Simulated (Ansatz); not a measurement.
A 2-atom cell of MgO started from a crystallographic database at its r2SCAN geometry, run in Ansatz at 4 levels of theory. (Simulation; spin polarisation is off.)

The LDA input:
```yaml
crystal:
  lattice:
    - [0.0, 2.1021680206, 2.1021680206]
    - [2.1021680206, 0.0, 2.1021680206]
    - [2.1021680206, 2.1021680206, 0.0]
  atoms:
    - { symbol: Mg, position: [0.0, 0.0, 0.0] }
    - { symbol: O, position: [0.5, 0.5, 0.5] }
kpoints:
  mp_grid: { grid: [10, 10, 10] }
  band_path:
    path:
      - [0.0, 0.0, 0.0]
      - [0.5, 0.0, 0.5]
      - [0.625, 0.25, 0.625]
      - [0.375, 0.375, 0.75]
      - [0.5, 0.5, 0.5]
      - [0.5, 0.25, 0.75]
    npoints: 1
hamiltonian:
  xc: lda
scf:
  occupations: { method: fixed }
  n_extra_bands: 4
output:
  forces: true
  stress: true
  eigenvalues: true
  write_density: true
  write_potential: true
  elf: true
  volumetric_format: npy
```

Main results, then, where recorded, the levels near the gap in eV from the Fermi energy (columns number the bands from 0), one row a point of the path (Γ, X, U, K, L, W):
```
Crystal: 2 atoms, lattice volume = 18.579 Å³
Symmetry: 48 space group operations
Space group: Fm-3m (ITA 225)
```
```
Basis set: ecut = 420 eV, 339 PW (Γ)
k-points: 47 of 1000
SCF 1 converged in 6 iterations: F = -2460.055609 eV  dr2 = 5.47e-10
Free energy (F): -2460.055609 eV
Fermi energy:    7.829310 eV
--- Stress (GPa, compression-positive) ---
       -5.236938       0.000000       0.000000
        0.000000      -5.236938       0.000000
        0.000000       0.000000      -5.236938
  P = ⅓ Tr σ = -5.2369 GPa (-52.369 kbar)
```
```tsv
band_3	band_4	band_5	band_6	band_7	band_8	band_9	band_10
-38.859	-17.030	0.000	0.000	0.000	4.710	15.576	15.576
-38.889	-15.399	-4.138	-1.369	-1.369	8.928	9.766	12.949
-38.882	-15.368	-3.546	-2.766	-1.164	9.921	11.571	12.381
-38.882	-15.368	-3.546	-2.766	-1.164	9.921	11.571	12.381
-38.868	-15.630	-4.712	-0.668	-0.668	7.782	12.456	16.072
-38.891	-15.329	-3.003	-3.003	-1.814	11.494	11.494	11.947
```

With LDA the gap is 4.71 eV and direct, at Γ.

r2SCANh. Against the first input these blocks differ (the band path and keys that only write files left aside):
```yaml
kpoints:
  mp_grid: { grid: [8, 8, 8] }
hamiltonian:
  xc: r2scanh
```

```
Basis set: ecut = 500 eV, 459 PW (Γ)
k-points: 29 of 512
SCF 1 stopped early in 2 iterations: F = -2498.335250 eV  dr2 = 1.64e-3
SCF 2 converged in 5 iterations: F = -2498.106018 eV  dr2 = 8.79e-8
hybrid outer 1: dexx = +9.314e-5 eV, tail = 7.89e-7 eV
SCF 3 converged in 2 iterations: F = -2498.106021 eV  dr2 = 3.13e-9
hybrid outer 2: dexx = +1.788e-9 eV, tail = 1.14e-8 eV, Δε = 3.80e-4 eV
Free energy (F): -2498.106021 eV
Fermi energy:    7.185025 eV
--- Stress (GPa, compression-positive) ---
       -1.417750       0.000000       0.000000
        0.000000      -1.417750       0.000000
        0.000000       0.000000      -1.417750
  P = ⅓ Tr σ = -1.4178 GPa (-14.178 kbar)
```
```tsv
band_3	band_4	band_5	band_6	band_7	band_8	band_9	band_10
-40.882	-18.730	0.000	0.000	0.000	6.553	17.813	17.813
-40.911	-17.179	-4.223	-1.422	-1.422	10.918	12.115	15.415
-40.903	-17.149	-3.611	-2.795	-1.212	12.011	14.016	14.738
-40.903	-17.149	-3.611	-2.795	-1.212	12.011	14.016	14.738
-40.890	-17.397	-4.763	-0.704	-0.704	9.752	14.936	18.519
-40.913	-17.113	-3.055	-3.055	-1.837	13.711	13.711	14.455
```

The r2SCANh gap is direct at Γ: 6.55 eV. The mean pressure is -1.4 GPa (compression positive), so r2SCANh would shrink the cell's volume. The stress of a hybrid is loosely converged here.

DDH-PBE0. Against the first input these blocks differ (the band path and keys that only write files left aside):
```yaml
crystal:
  host: atoms
kpoints:
  mp_grid: { grid: [8, 8, 8] }
hamiltonian:
  xc:
    exchange: pbe
    correlation: pbe
    exx: { coeff: inverse_dielectric }
```

```
ε∞ on k-mesh 4×4×4 of a primitive cell: xx 3.1981, yy 3.1981, zz 3.1981; 3/Tr ε∞, of that cell with its empty space = 0.3126843989315772
Basis set: ecut = 420 eV, 339 PW (Γ)
k-points: 29 of 512
SCF 1 stopped early in 2 iterations: F = -2494.128506 eV  dr2 = 6.27e-6
SCF 2 stopped early in 6 iterations: F = -2494.732922 eV  dr2 = 3.26e-6
hybrid outer 1: dexx = +8.282e-3 eV, tail = 1.16e-4 eV
SCF 3 converged in 4 iterations: F = -2494.732958 eV  dr2 = 5.95e-9
hybrid outer 2: dexx = +6.808e-7 eV, tail = 6.70e-8 eV, Δε = 5.97e-3 eV
Free energy (F): -2494.732958 eV
Fermi energy:    6.133788 eV
--- Stress (GPa, compression-positive) ---
       -1.669860       0.000000       0.000000
        0.000000      -1.669860       0.000000
        0.000000       0.000000      -1.669860
  P = ⅓ Tr σ = -1.6699 GPa (-16.699 kbar)
```
```tsv
band_3	band_4	band_5	band_6	band_7	band_8	band_9	band_10
-42.126	-19.260	0.000	0.000	0.000	7.921	19.299	19.299
-42.155	-17.605	-4.482	-1.508	-1.508	12.269	13.467	16.990
-42.147	-17.575	-3.833	-2.966	-1.284	13.408	15.438	16.273
-42.147	-17.575	-3.833	-2.966	-1.284	13.408	15.438	16.273
-42.133	-17.843	-5.051	-0.740	-0.740	11.140	16.515	19.958
-42.157	-17.536	-3.242	-3.242	-1.948	15.191	15.191	15.863
```

DDH-PBE0 gives a direct gap of 7.92 eV at Γ. At this geometry DDH-PBE0 finds -1.7 GPa, compression counted positive: its own equilibrium volume is smaller. (The program warns that its thresholds are loose for a hybrid's stress.)

Q: In the first input these blocks are replaced (the band path and keys that only write files left aside):
```yaml
kpoints:
  mp_grid: { grid: [8, 8, 8] }
hamiltonian:
  xc: pbe0
```
What comes out?

A:
```
Basis set: ecut = 420 eV, 339 PW (Γ)
k-points: 29 of 512
SCF 1 stopped early in 2 iterations: F = -2494.128379 eV  dr2 = 5.19e-6
SCF 2 stopped early in 6 iterations: F = -2494.601808 eV  dr2 = 9.93e-7
hybrid outer 1: dexx = +4.348e-3 eV, tail = 4.76e-5 eV
SCF 3 converged in 4 iterations: F = -2494.601826 eV  dr2 = 1.00e-10
hybrid outer 2: dexx = +1.991e-7 eV, tail = 1.45e-8 eV, Δε = 3.76e-3 eV
Free energy (F): -2494.601826 eV
Fermi energy:    6.556656 eV
--- Stress (GPa, compression-positive) ---
       -0.257718       0.000000       0.000000
        0.000000      -0.257718       0.000000
        0.000000       0.000000      -0.257718
  P = ⅓ Tr σ = -0.2577 GPa (-2.577 kbar)
```
```tsv
band_3	band_4	band_5	band_6	band_7	band_8	band_9	band_10
-41.505	-18.868	0.000	0.000	0.000	7.279	18.601	18.601
-41.534	-17.233	-4.405	-1.478	-1.478	11.636	12.772	16.220
-41.527	-17.203	-3.768	-2.919	-1.258	12.745	14.712	15.531
-41.527	-17.203	-3.768	-2.919	-1.258	12.745	14.712	15.531
-41.513	-17.467	-4.973	-0.725	-0.725	10.491	15.741	19.239
-41.536	-17.164	-3.188	-3.188	-1.917	14.486	14.486	15.131
```
PBE0 gives a direct gap of 7.28 eV at Γ. The mean stress, -0.3 GPa, is small, and the program warns that its thresholds are loose for a hybrid's stress.

Small level splittings and stresses of the hybrids carry the error of their coarser meshes.

Totals of different functionals can't be compared.

The meshes of the hybrids are coarse, so their gaps aren't converged to the digits shown.
